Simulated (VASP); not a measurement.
# P4 in VASP: further runs

The runs below take P4 through relaxation of the atoms, with PBEsol, LDA, PBE, PBE+D3(BJ).

Everything below comes from runs of VASP 6.6.1. Logs are shortened: lines on timing, memory, paths and dates and some standing lists are left out, and cuts for length are marked.

**1. The molecule as given**

The cell holds a molecule in a box, 4 atoms: a = 12.000 Å, b = 12.500 Å, c = 13.000 Å, α = 90.00°, β = 90.00°, γ = 90.00°.

**2. Relaxation of the atoms, PBEsol**

The input, INCAR:

```
SYSTEM = P
PREC = Accurate
ENCUT = 520
EDIFF = 1E-7
ISMEAR = 0
SIGMA = 0.02
LREAL = .False.
LASPH = .True.
NELM = 100
ALGO = Normal
ISIF = 2
LWAVE = .False.
LCHARG = .False.
GGA = PS
IBRION = 2
NSW = 90
EDIFFG = -0.005
ISYM = 0
```

The input, KPOINTS:

```
regular mesh
0
Gamma
  1 1 1
  0 0 0
```

The input, POSCAR:

```
P
1.0
   12.0000000000      0.0000000000      0.0000000000
    0.0000000000     12.5000000000      0.0000000000
    0.0000000000      0.0000000000     13.0000000000
P
4
Direct
    0.5651130000      0.5625080000      0.5601040000
    0.5651130000      0.4374920000      0.4398960000
    0.4348870000      0.5625080000      0.4398960000
    0.4348870000      0.4374920000      0.5601040000
```

Potentials or basis: VASP PAW PBE potentials, release 64 (P).

Launch:

```bash
$ cat potpaw_PBE.64/P/POTCAR > POTCAR
$ mpirun -np 1 vasp_std > vasp.out
```

OUTCAR:

```text
SYSTEM = P
   PREC = Accurate
   ENCUT = 520
   EDIFF = 1E-7
   ISMEAR = 0
   LREAL = .False.
   LASPH = .True.
   NELM = 100
   ISIF = 2
   GGA = PS
   IBRION = 2
   NSW = 90
   EDIFFG = -0.005
   ISYM = 0

 ion  position               nearest neighbor table
   1  0.565  0.563  0.560-   2 2.21   4 2.21   3 2.21
   2  0.565  0.437  0.440-   1 2.21   3 2.21   4 2.21
   3  0.435  0.563  0.440-   4 2.21   2 2.21   1 2.21
   4  0.435  0.437  0.560-   3 2.21   1 2.21   2 2.21

IMPORTANT INFORMATION: All symmetrisations will be switched off!
NOSYMM: (Re-)initialisation of all symmetry stuff for point group C_1.

----------------------------------------------------------------------------------------

                                     Primitive cell

  volume of cell :    1950.0000

  direct lattice vectors                    reciprocal lattice vectors
    12.000000000  0.000000000  0.000000000     0.083333333  0.000000000  0.000000000
     0.000000000 12.500000000  0.000000000     0.000000000  0.080000000  0.000000000
     0.000000000  0.000000000 13.000000000     0.000000000  0.000000000  0.076923077

  length of vectors
    12.000000000 12.500000000 13.000000000     0.083333333  0.080000000  0.076923077

  position of ions in fractional coordinates (direct lattice)
     0.565113000  0.562508000  0.560104000
     0.565113000  0.437492000  0.439896000
     0.434887000  0.562508000  0.439896000
     0.434887000  0.437492000  0.560104000

  ion indices of the primitive-cell ions
   primitive index   ion index
                 1           1
                 2           2
                 3           3
                 4           4

----------------------------------------------------------------------------------------

 KPOINTS: regular mesh

Automatic generation of k-mesh.
 Grid dimensions read from file:
 generate k-points for:    1    1    1

 Generating k-lattice:

  Cartesian coordinates                     Fractional coordinates (reciprocal lattice)
     0.083333333  0.000000000  0.000000000     1.000000000  0.000000000  0.000000000
     0.000000000  0.080000000  0.000000000     0.000000000  1.000000000  0.000000000
     0.000000000  0.000000000  0.076923077     0.000000000  0.000000000  1.000000000

  Length of vectors
     0.083333333  0.080000000  0.076923077

  Shift w.r.t. Gamma in fractional coordinates (k-lattice)
     0.000000000  0.000000000  0.000000000

 Subroutine IBZKPT returns following result:
 ===========================================

 Found      1 irreducible k-points:

 Following reciprocal coordinates:
            Coordinates               Weight
  0.000000  0.000000  0.000000      1.000000
   k-points           NKPTS =      1   k-points in BZ     NKDIM =      1   number of bands    NBANDS=     14
   number of dos      NEDOS =    301   number of ions     NIONS =      4
   total plane-waves  NPLWV = 846720
   dimension x,y,z NGX =    90 NGY =   96 NGZ =   98
   dimension x,y,z NGXF=   180 NGYF=  192 NGZF=  196
   ions per type =               4
   NGX,Y,Z   is equivalent  to a cutoff of  12.47, 12.77, 12.53 a.u.
   NGXF,Y,Z  is equivalent  to a cutoff of  24.94, 25.54, 25.06 a.u.
 SYSTEM =  P
   PREC   = accura    normal or accurate (medium, high low for compatibility)
   ISTART =      0    job   : 0-new  1-cont  2-samecut
   ICHARG =      2    charge: 1-file 2-atom 10-const
   ISPIN  =      1    spin polarized calculation?
   LNONCOLLINEAR =      F non collinear calculations
   LSORBIT =      F    spin-orbit coupling
   LASPH  =      T    aspherical Exc in radial PAW
   ENCUT  =  520.0 eV  38.22 Ry    6.18 a.u.  22.31 23.24 24.17*2*pi/ulx,y,z
   NELM   =    100;   NELMIN=  2; NELMDL= -5     # of ELM steps
   EDIFF  = 0.1E-06   stopping-criterion for ELM
   LREAL  =      F    real-space projection
   EDIFFG = -.5E-02   stopping-criterion for IOM
   NSW    =     90    number of steps for IOM
   IBRION =      2    ionic relax: 0-MD 1-quasi-New 2-CG
   NFREE  =      1    steps in history (QN), initial steepest desc. (CG)
   ISIF   =      2    stress and relaxation
   ISYM   =      0    0-nonsym 1-usesym 2-fastsym
   POTIM  = 0.5000    time-step for ionic-motion
   TEBEG  =    0.0;   TEEND  =   0.0 temperature during run
   PSTRESS=    0.0 pullay stress
   NELECT =      20.0000    total number of electrons
   NUPDOWN=      -1.0000    fix difference up-down
   EMIN   =  10.00;   EMAX   =-10.00  energy-range for DOS
   EFERMI =   0.00;   METHOD = LEGACY
   ISMEAR =     0;   SIGMA  =   0.02  broadening in eV -4-tet -1-fermi 0-gaus
   EFERMI_NEDOS =   21; number of points for ismear=-14 and -15
   IALGO  =     38    algorithm
   IMIX   =      4    mixing-type and parameters
     AMIX     =   0.40;   BMIX     =  1.00
     AMIX_MAG =   1.60;   BMIX_MAG =  1.00
  volume/ion in A,a.u.               =     487.50      3289.81
  Fermi-wavevector in a.u.,A,eV,Ry     =   0.355691  0.672159  1.721359  0.126516
  Thomas-Fermi vector in A             =   1.271717
   LORBIT       =      0    0 simple, 1 ext, 2 COOP (PROOUT), +10 PAW based schemes
   GGA     = PS    functional components
   LHFCALC =     F    Hartree Fock is set to
   AEXX    =    0.0000 exact exchange contribution
   IVDW    =     0    specifies the selected vdW correction
   LEPSILON=     F    determine dielectric tensor
   LRPA    =     F    only Hartree local field effects (RPA)
 conjugate gradient relaxation of ions
 non-spin polarized calculation
 Gauss-broadening in eV      SIGMA  =   0.02
  energy-cutoff  :      520.00
  volume of cell :     1950.00
 maximum number of plane-waves:     52487
 NGX is ok and might be reduce to    90
   NGX = 45   NGY = 47   NGZ = 49

--------------------------------------- Ionic step        1  -------------------------------------------

 number of electron      20.0000002 magnetization

 Free energy of the ion-electron system (eV)
  ---------------------------------------------------
  ext. energy  EPLUGINS =         0.00000000
  ---------------------------------------------------
  free energy    TOTEN  =       -21.93169280 eV

  energy without entropy =      -21.93169280  energy(sigma->0) =      -21.93169280

------------------------ aborting loop because EDIFF is reached ----------------------------------------

  FORCE on cell =-STRESS in cart. coord.  units (eV):
  Direction    XX          YY          ZZ          XY          YZ          ZX
  --------------------------------------------------------------------------------------
  -------------------------------------------------------------------------------------
  Total       -0.7696233     -0.7688693     -0.7691503      0.0000001      0.0000002     -0.0000008
  in kB       -0.6323451     -0.6317256     -0.6319565      0.0000001      0.0000002     -0.0000007
  external PRESSURE =      -0.6320091 kB  Pullay stress =       0.0000000 kB

 VOLUME and BASIS-vectors are now :
 -----------------------------------------------------------------------------
  energy-cutoff  :      520.00
  volume of cell :     1950.00
      direct lattice vectors                 reciprocal lattice vectors
    12.000000000  0.000000000  0.000000000     0.083333333  0.000000000  0.000000000
     0.000000000 12.500000000  0.000000000     0.000000000  0.080000000  0.000000000
     0.000000000  0.000000000 13.000000000     0.000000000  0.000000000  0.076923077

 POSITION                                       TOTAL-FORCE (eV/Angst)
 -----------------------------------------------------------------------------------
      6.78136      7.03135      7.28135        -0.240900     -0.240630     -0.240648
      6.78136      5.46865      5.71865        -0.240900      0.240630      0.240648
      5.21864      7.03135      5.71865         0.240900     -0.240630      0.240649
      5.21864      5.46865      7.28135         0.240900      0.240630     -0.240649
 -----------------------------------------------------------------------------------
    total drift:                                0.000001     -0.000001     -0.000000

  FREE ENERGIE OF THE ION-ELECTRON SYSTEM (eV)
  ---------------------------------------------------
  free  energy   TOTEN  =       -21.9316928031 eV

  energy  without entropy=      -21.9316928031  energy(sigma->0) =      -21.93169280

--------------------------------------- Ionic step        2  -------------------------------------------

 number of electron      20.0000002 magnetization

------------------------ aborting loop because EDIFF is reached ----------------------------------------

  FORCE on cell =-STRESS in cart. coord.  units (eV):
  Direction    XX          YY          ZZ          XY          YZ          ZX
  --------------------------------------------------------------------------------------
  -------------------------------------------------------------------------------------
  Total        0.7662461      0.7661498      0.7662900     -0.0000003      0.0000049     -0.0000031
  in kB        0.6295703      0.6294912      0.6296064     -0.0000002      0.0000040     -0.0000025
  external PRESSURE =       0.6295560 kB  Pullay stress =       0.0000000 kB

 VOLUME and BASIS-vectors are now :
 -----------------------------------------------------------------------------
  energy-cutoff  :      520.00
  volume of cell :     1950.00
      direct lattice vectors                 reciprocal lattice vectors
    12.000000000  0.000000000  0.000000000     0.083333333  0.000000000  0.000000000
     0.000000000 12.500000000  0.000000000     0.000000000  0.080000000  0.000000000
     0.000000000  0.000000000 13.000000000     0.000000000  0.000000000  0.076923077

 POSITION                                       TOTAL-FORCE (eV/Angst)
 -----------------------------------------------------------------------------------
      6.76973      7.01974      7.26974         0.254556      0.254589      0.254509
      6.76973      5.48026      5.73026         0.254556     -0.254589     -0.254509
      5.23027      7.01974      5.73026        -0.254556      0.254589     -0.254508
      5.23027      5.48026      7.26974        -0.254556     -0.254589      0.254508
 -----------------------------------------------------------------------------------
    total drift:                               -0.000003      0.000003      0.000001

  FREE ENERGIE OF THE ION-ELECTRON SYSTEM (eV)
  ---------------------------------------------------
  free  energy   TOTEN  =       -21.9315262012 eV

  energy  without entropy=      -21.9315262012  energy(sigma->0) =      -21.93152620

--------------------------------------- Ionic step        3  -------------------------------------------

 number of electron      20.0000002 magnetization

 Free energy of the ion-electron system (eV)
  ---------------------------------------------------
  ext. energy  EPLUGINS =         0.00000000
  ---------------------------------------------------
  free energy    TOTEN  =       -21.94023437 eV

  energy without entropy =      -21.94023437  energy(sigma->0) =      -21.94023437

 E-fermi :  -6.0943     XC(G=0):  -0.8415

 val. band max:       -6.1931906194   @ k =   0.0000   0.0000   0.0000
 cond. band min:      -1.2019484853   @ k =   0.0000   0.0000   0.0000
 fundamental gap:      4.9912421341
 Fermi energy:        -6.0943362091

 k-point     1 :       0.0000    0.0000    0.0000
  band No.  band energies     occupation
      1     -19.8060      2.00000
      2     -13.0143      2.00000
      3     -13.0143      2.00000
      4     -13.0143      2.00000
      5      -8.3267      2.00000
      6      -6.9964      2.00000
      7      -6.9964      2.00000
      8      -6.9964      2.00000
      9      -6.1932      2.00000
     10      -6.1932      2.00000
     11      -1.2019      0.00000
     12      -1.2018      0.00000
     13      -1.2015      0.00000
     14      -1.0721      0.00000

------------------------ aborting loop because EDIFF is reached ----------------------------------------

  FORCE on cell =-STRESS in cart. coord.  units (eV):
  Direction    XX          YY          ZZ          XY          YZ          ZX
  --------------------------------------------------------------------------------------
  -------------------------------------------------------------------------------------
  Total       -0.0155393     -0.0152853     -0.0153633      0.0000002      0.0000010     -0.0000002
  in kB       -0.0127675     -0.0125588     -0.0126229      0.0000001      0.0000008     -0.0000001
  external PRESSURE =      -0.0126498 kB  Pullay stress =       0.0000000 kB

 VOLUME and BASIS-vectors are now :
 -----------------------------------------------------------------------------
  energy-cutoff  :      520.00
  volume of cell :     1950.00
      direct lattice vectors                 reciprocal lattice vectors
    12.000000000  0.000000000  0.000000000     0.083333333  0.000000000  0.000000000
     0.000000000 12.500000000  0.000000000     0.000000000  0.080000000  0.000000000
     0.000000000  0.000000000 13.000000000     0.000000000  0.000000000  0.076923077

 POSITION                                       TOTAL-FORCE (eV/Angst)
 -----------------------------------------------------------------------------------
      6.77551      7.02551      7.27551         0.000460      0.000640      0.000589
      6.77551      5.47449      5.72449         0.000461     -0.000640     -0.000589
      5.22449      7.02551      5.72449        -0.000460      0.000639     -0.000588
      5.22449      5.47449      7.27551        -0.000461     -0.000639      0.000588
 -----------------------------------------------------------------------------------
    total drift:                               -0.000002      0.000001      0.000001

  FREE ENERGIE OF THE ION-ELECTRON SYSTEM (eV)
  ---------------------------------------------------
  free  energy   TOTEN  =       -21.9402343699 eV

  energy  without entropy=      -21.9402343699  energy(sigma->0) =      -21.94023437

 reached required accuracy - stopping structural energy minimisation
```

It took 9.5 min on 1 thread of Intel Xeon Platinum 8559C (Emerald Rapids), shared host; peak memory 1.4 GiB.

Results:

```yaml
Free_energy: -21.9402 eV
Energy_gained_by_relaxing: 2.1 meV/atom
Ionic_steps: 3
Gap_between_the_frontier_levels: 4.99 eV
```

Step by step:
```csv
step,energy change (eV),largest force (eV/Å),pressure (GPa)
1,0.0000,0.4170,-0.06
2,0.0002,0.4409,0.06
3,-0.0085,0.0010,0.00
```

Final structure:
```
P
1.0
    12.00000    0.00000    0.00000
     0.00000   12.50000    0.00000
     0.00000    0.00000   13.00000
P
4
Direct
  0.56463 0.56204 0.55965
  0.56463 0.43796 0.44035
  0.43537 0.56204 0.44035
  0.43537 0.43796 0.55965
```

Levels at points of the mesh, in eV from the valence-band top:
| k point | band 8 | band 9 | band 10 | band 11 | band 12 | band 13 |
| --- | --- | --- | --- | --- | --- | --- |
| (0.00, 0.00, 0.00) | -0.80 | 0.00 | 0.00 | 4.99 | 4.99 | 4.99 |

Caveat: the PAW data sets were made with another functional, which shifts forces and pressure a little. Expect the measured gap to be larger: semilocal functionals such as PBEsol lack the derivative discontinuity.

**3. Relaxation of the atoms, LDA**

INCAR: that of step 2 with these lines changed.

```diff
@@ -13,3 +13,2 @@
 LCHARG = .False.
-GGA = PS
 IBRION = 2
```

KPOINTS is that of step 2.

POSCAR is that of step 2.

Potentials or basis: VASP PAW LDA potentials, release 64 (P).

Launch:

```bash
$ cat potpaw_LDA.64/P/POTCAR > POTCAR
$ mpirun -np 1 vasp_std > vasp.out
```

It took 3.1 min on 1 thread of Intel Xeon Platinum 8559C (Emerald Rapids), shared host; peak memory 0.87 GiB.

Results (log left out):

| Property | Result |
| --- | --- |
| Free energy | -22.3897 eV |
| Energy gained by relaxing | 6.1 meV/atom |
| Ionic steps | 3 |
| Gap between the frontier levels | 5.02 eV |

The path:
```csv
step,energy change (eV),largest force (eV/Å),pressure (GPa)
1,0.0000,0.6992,-0.11
2,-0.0003,0.7481,0.11
3,-0.0245,0.0001,0.00
```

Final structure:
```
CELL_PARAMETERS angstrom
12.00000 0.00000 0.00000
0.00000 12.50000 0.00000
0.00000 0.00000 13.00000
ATOMIC_POSITIONS crystal
P 0.56428 0.56171 0.55934
P 0.56428 0.43829 0.44066
P 0.43572 0.56171 0.44066
P 0.43572 0.43829 0.55934
```

Levels at points of the mesh, in eV from the valence-band top:
| k point | band 8 | band 9 | band 10 | band 11 | band 12 | band 13 |
| --- | --- | --- | --- | --- | --- | --- |
| (0.00, 0.00, 0.00) | -0.78 | 0.00 | 0.00 | 5.02 | 5.02 | 5.02 |

**4. Relaxation of the atoms, PBE**

INCAR: that of step 3 with these lines changed.

```diff
@@ -13,2 +13,3 @@
 LCHARG = .False.
+GGA = PE
 IBRION = 2
```

KPOINTS is that of step 3.

POSCAR is that of step 3.

Potentials or basis: VASP PAW PBE potentials, release 64 (P).

Launch:

```bash
$ cat potpaw_PBE.64/P/POTCAR > POTCAR
$ mpirun -np 1 vasp_std > vasp.out
```

Wall time 4.2 min (1 thread of Intel Xeon Platinum 8559C (Emerald Rapids), shared host); peak memory 1.4 GiB.

It converged, with:

* Free energy: -21.0132 eV
* Energy gained by relaxing: 0.6 meV/atom
* Ionic steps: 3
* Gap between the frontier levels: 4.94 eV

Step by step:
| step | energy change (eV) | largest force (eV/Å) | pressure (GPa) |
| --- | --- | --- | --- |
| 1 | 0.0000 | 0.2148 | -0.03 |
| 2 | -0.0002 | 0.2142 | 0.03 |
| 3 | -0.0023 | 0.0013 | 0.00 |

Final structure:
```xyz
4
Lattice="12.0000 0.0000 0.0000 0.0000 12.5000 0.0000 0.0000 0.0000 13.0000" Properties=species:S:1:pos:R:3 pbc="T T T"
P     6.7783    7.0283    7.2783
P     6.7783    5.4717    5.7217
P     5.2217    7.0283    5.7217
P     5.2217    5.4717    7.2783
```

Levels at points of the mesh, in eV from the valence-band top:
| k point | band 8 | band 9 | band 10 | band 11 | band 12 | band 13 |
| --- | --- | --- | --- | --- | --- | --- |
| (0.00, 0.00, 0.00) | -0.82 | 0.00 | 0.00 | 4.94 | 4.94 | 4.94 |

Expect the measured gap to be larger: semilocal functionals such as PBE lack the derivative discontinuity.

(Continued in part 2 of 2.)
